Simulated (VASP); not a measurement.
# HfB2 (P6/mmm) in VASP: single point with PBEsol

Aim: the single point of HfB2 with PBEsol.

All numbers are computed with VASP 6.6.1; they aren't measurements. Logs are shortened: lines on timing, memory, paths and dates and some standing lists are left out, and cuts for length are marked.

**1. Starting point**

It takes space group P6/mmm (No. 191, hexagonal). Conventional cell: a = 3.127 Å, b = 3.127 Å, c = 3.447 Å, α = 90.00°, β = 90.00°, γ = 120.00°. Hf (site symmetry 6/mmm) is surrounded by 12 B at 2.50 Å. B (site symmetry -6m2) is surrounded by 3 B at 1.81 Å.

The cell comes from a database or a generator and needn't be the stable form of this composition.

**2. Single point, PBEsol**

INCAR

```
PREC = Accurate
ENCUT = 520
EDIFF = 1E-6
ISMEAR = 0
SIGMA = 0.1
LREAL = False
LASPH = True
NELM = 100
ALGO = Normal
ISIF = 2
LWAVE = False
LCHARG = False
GGA = PS
NBANDS = 15
```

KPOINTS

```
Automatic mesh
0
Gamma
  15 15 12
```

POSCAR

```
HfB2
1.0
    3.1272675614      0.0000000000      0.0000000000
   -1.5636337807      2.7082931526      0.0000000000
    0.0000000000      0.0000000000      3.4469749437
Hf B
1 2
Direct
    0.0000000000      0.0000000000      0.0000000000
    0.3333333333      0.6666666667      0.5000000000
    0.6666666667      0.3333333333      0.5000000000
```

Potentials or basis: VASP PAW PBE potentials, release 64 (Hf_pv, B).

Command:

```sh
> cat potpaw_PBE.64/Hf_pv/POTCAR potpaw_PBE.64/B/POTCAR > POTCAR
> mpirun -np 1 vasp_std > vasp.out
```

OUTCAR:

```text
PREC = Accurate
   ENCUT = 520
   EDIFF = 1E-6
   ISMEAR = 0
   LREAL = False
   LASPH = True
   NELM = 100
   ISIF = 2
   GGA = PS

 ion  position               nearest neighbor table
   1  0.000  0.000  0.000-   2 2.50   3 2.50   2 2.50   3 2.50   2 2.50   2 2.50   3 2.50   3 2.50
                             3 2.50   3 2.50   2 2.50   2 2.50
   2  0.333  0.667  0.500-   3 1.81   3 1.81   3 1.81   1 2.50   1 2.50   1 2.50   1 2.50   1 2.50
                             1 2.50
   3  0.667  0.333  0.500-   2 1.81   2 1.81   2 1.81   1 2.50   1 2.50   1 2.50   1 2.50   1 2.50
                             1 2.50

  LATTYP: Found a hexagonal cell.
 ALAT       =     3.1272675614
 C/A-ratio  =     1.1022321807

  Lattice vectors:

 A1 = (   3.1272675614,   0.0000000000,   0.0000000000)
 A2 = (  -1.5636337807,   2.7082931526,   0.0000000000)
 A3 = (   0.0000000000,   0.0000000000,   3.4469749437)

Analysis of symmetry for initial positions (statically):
=====================================================================
 Subroutine PRICEL returns:
 Original cell was already a primitive cell.

 Routine SETGRP: Setting up the symmetry group for a
 hexagonal supercell.

 Subroutine GETGRP returns: Found 24 space group operations
 (whereof 24 operations were pure point group operations)
 out of a pool of 24 trial point group operations.

The static configuration has the point symmetry D_6h.

Analysis of symmetry for dynamics (positions and initial velocities):
=====================================================================
 Subroutine PRICEL returns:
 Original cell was already a primitive cell.

 Routine SETGRP: Setting up the symmetry group for a
 hexagonal supercell.

 Subroutine GETGRP returns: Found 24 space group operations
 (whereof 24 operations were pure point group operations)
 out of a pool of 24 trial point group operations.

The dynamic configuration has the point symmetry D_6h.

 Subroutine INISYM returns: Found 24 space group operations
 (whereof 24 operations are pure point group operations),
 and found     1 'primitive' translations

----------------------------------------------------------------------------------------

                                     Primitive cell

  volume of cell :      29.1944

  direct lattice vectors                    reciprocal lattice vectors
     3.127267561  0.000000000  0.000000000     0.319767970  0.184618124  0.000000000
    -1.563633781  2.708293153  0.000000000     0.000000000  0.369236247  0.000000000
     0.000000000  0.000000000  3.446974944     0.000000000  0.000000000  0.290109449

  length of vectors
     3.127267561  3.127267561  3.446974944     0.369236247  0.369236247  0.290109449

  position of ions in fractional coordinates (direct lattice)
     0.000000000  0.000000000  0.000000000
     0.333333333  0.666666667  0.500000000
     0.666666667  0.333333333  0.500000000

  ion indices of the primitive-cell ions
   primitive index   ion index
                 1           1
                 2           2
                 3           3

----------------------------------------------------------------------------------------

 KPOINTS: Automatic mesh

Automatic generation of k-mesh.
 Grid dimensions read from file:
 generate k-points for:   15   15   12

 Generating k-lattice:

  Cartesian coordinates                     Fractional coordinates (reciprocal lattice)
     0.021317865  0.012307875  0.000000000     0.066666667  0.000000000  0.000000000
     0.000000000  0.024615750  0.000000000     0.000000000  0.066666667  0.000000000
     0.000000000  0.000000000  0.024175787     0.000000000  0.000000000  0.083333333

  Length of vectors
     0.024615750  0.024615750  0.024175787

  Shift w.r.t. Gamma in fractional coordinates (k-lattice)
     0.000000000  0.000000000  0.000000000

 Subroutine IBZKPT returns following result:
 ===========================================

 Found    189 irreducible k-points:

 Following reciprocal coordinates:
            Coordinates               Weight
  0.000000  0.000000  0.000000      1.000000
  0.066667  0.000000  0.000000      6.000000
  0.133333  0.000000  0.000000      6.000000
  0.200000  0.000000  0.000000      6.000000
  0.266667  0.000000  0.000000      6.000000
  0.333333  0.000000  0.000000      6.000000
[... 16 lines left out ...]
  0.333333  0.200000  0.000000     12.000000
  0.400000  0.200000  0.000000      6.000000
 [... further k-points ...]
   k-points           NKPTS =    189   k-points in BZ     NKDIM =    189   number of bands    NBANDS=     15
   number of dos      NEDOS =    301   number of ions     NIONS =      3
   total plane-waves  NPLWV =  16128
   dimension x,y,z NGX =    24 NGY =   24 NGZ =   28
   dimension x,y,z NGXF=    48 NGYF=   48 NGZF=   56
   ions per type =               1   2
   NGX,Y,Z   is equivalent  to a cutoff of  12.76, 12.76, 13.50 a.u.
   NGXF,Y,Z  is equivalent  to a cutoff of  25.52, 25.52, 27.01 a.u.
 SYSTEM =  unknown system
   PREC   = accura    normal or accurate (medium, high low for compatibility)
   ISTART =      0    job   : 0-new  1-cont  2-samecut
   ICHARG =      2    charge: 1-file 2-atom 10-const
   ISPIN  =      1    spin polarized calculation?
   LNONCOLLINEAR =      F non collinear calculations
   LSORBIT =      F    spin-orbit coupling
   LASPH  =      T    aspherical Exc in radial PAW
   ENCUT  =  520.0 eV  38.22 Ry    6.18 a.u.   5.81  5.81  6.41*2*pi/ulx,y,z
   NELM   =    100;   NELMIN=  2; NELMDL= -5     # of ELM steps
   EDIFF  = 0.1E-05   stopping-criterion for ELM
   LREAL  =      F    real-space projection
   EDIFFG = 0.1E-04   stopping-criterion for IOM
   NSW    =      0    number of steps for IOM
   IBRION =     -1    ionic relax: 0-MD 1-quasi-New 2-CG
   NFREE  =      0    steps in history (QN), initial steepest desc. (CG)
   ISIF   =      2    stress and relaxation
   ISYM   =      2    0-nonsym 1-usesym 2-fastsym
   POTIM  = 0.5000    time-step for ionic-motion
   TEBEG  =    0.0;   TEEND  =   0.0 temperature during run
   PSTRESS=    0.0 pullay stress
   NELECT =      16.0000    total number of electrons
   NUPDOWN=      -1.0000    fix difference up-down
   EMIN   =  10.00;   EMAX   =-10.00  energy-range for DOS
   EFERMI =   0.00;   METHOD = LEGACY
   ISMEAR =     0;   SIGMA  =   0.10  broadening in eV -4-tet -1-fermi 0-gaus
   EFERMI_NEDOS =   21; number of points for ismear=-14 and -15
   IALGO  =     38    algorithm
   IMIX   =      4    mixing-type and parameters
     AMIX     =   0.40;   BMIX     =  1.00
     AMIX_MAG =   1.60;   BMIX_MAG =  1.00
  volume/ion in A,a.u.               =       9.73        65.67
  Fermi-wavevector in a.u.,A,eV,Ry     =   1.339724  2.531711 24.420544  1.794859
  Thomas-Fermi vector in A             =   2.468093
   LORBIT       =      0    0 simple, 1 ext, 2 COOP (PROOUT), +10 PAW based schemes
   GGA     = PS    functional components
   LHFCALC =     F    Hartree Fock is set to
   AEXX    =    0.0000 exact exchange contribution
   IVDW    =     0    specifies the selected vdW correction
   LEPSILON=     F    determine dielectric tensor
   LRPA    =     F    only Hartree local field effects (RPA)
 non-spin polarized calculation
 Gauss-broadening in eV      SIGMA  =   0.10
  energy-cutoff  :      520.00
  volume of cell :       29.19
 maximum number of plane-waves:       798
 NGX is ok and might be reduce to    24
   NGX = 11   NGY = 11   NGZ = 13

 number of electron      15.9999999 magnetization

 Free energy of the ion-electron system (eV)
  ---------------------------------------------------
  ext. energy  EPLUGINS =         0.00000000
  ---------------------------------------------------
  free energy    TOTEN  =       -27.86626648 eV

  energy without entropy =      -27.86509634  energy(sigma->0) =      -27.86568141

 E-fermi :   7.7088     XC(G=0): -12.7650

 val. band max:        7.6985715263   @ k =   0.4000   0.1333   0.0000
 cond. band min:       7.7456140007   @ k =   0.1333   0.1333   0.2500
 fundamental gap:      0.0470424744
 Fermi energy:         7.7087574701

 k-point     1 :       0.0000    0.0000    0.0000
  band No.  band energies     occupation
      1     -22.8206      2.00000
      2     -22.2995      2.00000
      3     -22.2995      2.00000
      4      -6.1308      2.00000
      5       4.6307      2.00000
      6       4.7261      2.00000
      7       4.7261      2.00000
      8       4.9958      2.00000
      9      11.7691      0.00000
     10      11.7691      0.00000
     11      12.4999      0.00000
     12      12.4999      0.00000
     13      12.7243      0.00000
     14      12.7243      0.00000
     15      12.8019      0.00000

 k-point     2 :       0.0667    0.0000    0.0000
  band No.  band energies     occupation
      1     -22.8145      2.00000
      2     -22.3369      2.00000
      3     -22.3077      2.00000
      4      -6.0323      2.00000
      5       4.4499      2.00000
      6       4.7247      2.00000
      7       4.7291      2.00000
      8       4.9036      2.00000
      9      11.5769      0.00000
     10      11.6995      0.00000
     11      11.8832      0.00000
     12      11.9045      0.00000
     13      13.1098      0.00000
     14      13.4828      0.00000
     15      13.6211      0.00000
[... 365 lines left out ...]
      3     -22.6488      2.00000
      4      -2.1956      2.00000
      5      -0.3136      2.00000
      6       1.6754      2.00000
      7       4.0525      2.00000
      8       6.8574      2.00000
      9       7.4703      1.99925
     10      10.0001      0.00000
     11      13.0960      0.00000
     12      14.7492      0.00000
     13      16.2205      0.00000
     14      17.6721      0.00000
     15      17.9735      0.00000

 k-point    24 :       0.4000    0.2000    0.0000
  band No.  band energies     occupation
      1     -23.0109      2.00000
      2     -22.6676      2.00000
      3     -22.6675      2.00000
      4      -1.4672      2.00000
      5      -1.0573      2.00000
      6       1.5675      2.00000
      7       4.0939      2.00000
      8       6.6362      2.00000
      9       7.4313      1.99991
     10      10.7164      0.00000
     11      12.3655      0.00000
     12      14.7167      0.00000
     13      16.7753      0.00000
     14      17.9131      0.00000
     15      18.3559      0.00000

 [... further k-points ...]

------------------------ aborting loop because EDIFF is reached ----------------------------------------

  FORCE on cell =-STRESS in cart. coord.  units (eV):
  Direction    XX          YY          ZZ          XY          YZ          ZX
  --------------------------------------------------------------------------------------
  -------------------------------------------------------------------------------------
  Total       -0.0284738     -0.0284738      0.0349278      0.0000000     -0.0000000      0.0000000
  in kB       -1.5626329     -1.5626329      1.9168284      0.0000000     -0.0000000      0.0000000
  external PRESSURE =      -0.4028125 kB  Pullay stress =       0.0000000 kB

 VOLUME and BASIS-vectors are now :
 -----------------------------------------------------------------------------
  energy-cutoff  :      520.00
  volume of cell :       29.19
      direct lattice vectors                 reciprocal lattice vectors
     3.127267561  0.000000000  0.000000000     0.319767970  0.184618124  0.000000000
    -1.563633781  2.708293153  0.000000000     0.000000000  0.369236247  0.000000000
     0.000000000  0.000000000  3.446974944     0.000000000  0.000000000  0.290109449

 POSITION                                       TOTAL-FORCE (eV/Angst)
 -----------------------------------------------------------------------------------
      0.00000      0.00000      0.00000        -0.000000      0.000000      0.000000
     -0.00000      1.80553      1.72349        -0.000000      0.000000     -0.000000
      1.56363      0.90276      1.72349         0.000000      0.000000      0.000000
 -----------------------------------------------------------------------------------
    total drift:                               -0.000000      0.000000      0.000000

  FREE ENERGIE OF THE ION-ELECTRON SYSTEM (eV)
  ---------------------------------------------------
  free  energy   TOTEN  =       -27.8662664809 eV

  energy  without entropy=      -27.8650963403  energy(sigma->0) =      -27.86568141
```

Run time: 37 s. Hardware: 1 thread of Intel Xeon Platinum 8488C (Sapphire Rapids), shared host; peak memory 0.2 GiB.

Results:

```yaml
Free_energy: -27.8663 eV
Pressure: 0.0 GPa
Band_gap_on_the_k_mesh: none (metal or under the smearing width)
```

Caveat: the PAW data sets were made with another functional, which shifts forces and pressure a little.
